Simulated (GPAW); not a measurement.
Si:

```
CELL_PARAMETERS angstrom
2.62054 0.00000 0.00000
-1.31027 2.26946 0.00000
0.00000 0.00000 2.46635
ATOMIC_POSITIONS crystal
Si 0.00000 0.00000 0.00000
```

This isn't the form of Si at room conditions, which is diamond.

Program: GPAW 26.7.0. Alike in all runs: task single point; no spin polarisation; cell as given; k mesh 12 × 12 × 11; cutoff (eV) 600.

Problem. Order these runs on this cell by their pressure, lowest first.
A. level PBE; potentials or basis GPAW PAW data sets (gpaw-data 1.2.1), pw; smearing gaussian 0.1 eV
B. level revPBE+D4; potentials or basis the program's PAW data sets (release 1.2.1) made for this functional, pw; smearing gaussian 0.05 eV
C. level PBEsol; potentials or basis PAW data sets generated in the run's folder for this functional, pw; smearing gaussian 0.05 eV

Solution. B (-3.4 GPa), C (1.0 GPa), A (3.6 GPa).

Caveats: pairwise dispersion overbinds metals, which lowers pressure and volume (some runs).
